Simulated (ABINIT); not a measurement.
Ti in ABINIT: the effect of functional

The system is Ti.

```
Ti
1.0
     2.95000    0.00000    0.00000
    -1.47500    2.55477    0.00000
     0.00000    0.00000    4.68000
Ti
2
Direct
  0.66667 0.33333 0.75000
  0.33333 0.66667 0.25000
```

Alike in all runs:

* Program: ABINIT 10.8.3 (patched build)
* Task: band structure
* Potentials or basis: JTH PAW PBE v2.0
* Cutoff: 490 eV
* k mesh: 10 × 10 × 6
* Occupations: fermi-dirac, width 0.05 eV
* Spin: no spin polarisation

| functional | pressure (GPa) |
| --- | --- |
| PBE | -1.3 |
| LDA | ? |
| PBEsol | -5.5 |
| RPBE | 1.7 |
| BLYP | 1.0 |
| AM05 | -5.2 |
| r2SCAN | -2.8 |
| SCAN | -2.9 |
| revPBE | 0.9 |
| PW91 | -1.9 |
| WC | -5.4 |

What does the run with functional LDA give?

Pressure -9.5 GPa.

Caveats: the PAW data sets were made with another functional, which shifts forces and pressure a little (some runs).
